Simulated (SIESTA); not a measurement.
The system is TePb.

```xyz
8
Lattice="7.9717 0.0000 0.0000 0.0000 4.5706 0.0000 0.0000 0.0000 7.9150" Properties=species:S:1:pos:R:3 pbc="T T T"
Pb    7.9595    1.1426    1.9887
Pb    3.9737    1.1426    1.9688
Pb    3.9981    3.4279    5.9462
Pb    0.0122    3.4279    5.9263
Te    5.9875    1.1426    7.2550
Te    2.0017    1.1426    4.6175
Te    5.9701    3.4279    3.2975
Te    1.9842    3.4279    0.6600
```

The cell comes from a database or a generator and needn't be the stable form of this composition.

Base run:

```yaml
Program: SIESTA 5.4.2
Functional: PBEsol
Potentials_or_basis: PseudoDojo 0.4 standard (PBEsol files)
Basis: DZP (energy shift 0.003 Ry; two zetas on semicore shells)
Grid_cutoff: 500 Ry
Energy_shift: 0.003 Ry
k_mesh: 4 × 6 × 4
Occupations: fermi-dirac, width 0.05 eV
Spin: no spin polarisation
```

Its results: band gap on the k mesh 0.05 eV; pressure -1.7 GPa; largest force 0.007 eV/Å.

Task: The run is repeated on the same cell with these changes: functional from PBEsol to LDA; potentials or basis from PseudoDojo 0.4 standard (PBEsol files) to PseudoDojo 0.4 standard (LDA files). What comes out?

Result: Band gap on the k mesh 0.03 eV; pressure -2.9 GPa; largest force 0.005 eV/Å.

Caveats: spin-orbit coupling is left out, which as a rule narrows the gap of such compounds by several tenths of an eV; the basis of atomic orbitals isn't converged, which shifts pressures, moduli and gaps.
